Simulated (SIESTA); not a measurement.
Crystal: Os.

```
CELL_PARAMETERS angstrom
2.73410 0.00000 0.00000
-1.36705 2.36780 0.00000
0.00000 0.00000 4.31970
ATOMIC_POSITIONS crystal
Os 0.66667 0.33333 0.75000
Os 0.33333 0.66667 0.25000
```

Base run:

* Program: SIESTA 5.4.2
* Functional: LDA
* Potentials or basis: PseudoDojo 0.4 standard (LDA files)
* Basis: DZP (energy shift 0.003 Ry; two zetas on semicore shells)
* Grid cutoff: 800 Ry
* Energy shift: 0.003 Ry
* k mesh: 11 × 11 × 6
* Occupations: fermi-dirac, width 0.05 eV
* Spin: no spin polarisation

Its results: band gap on the k mesh none (metal or under the smearing width); pressure -4.2 GPa.

Question: The run is repeated on the same cell with these changes: functional from LDA to PBE; potentials or basis from PseudoDojo 0.4 standard (LDA files) to PseudoDojo 0.4 standard (PBE files). What comes out?

Answer: Band gap on the k mesh none (metal or under the smearing width); pressure 13.7 GPa.

Caveats: short orbitals over semicore shells can move pressures by several GPa; spin-orbit coupling is left out, which moves the levels of the heavy elements; the basis of atomic orbitals isn't converged, which shifts pressures, moduli and gaps.
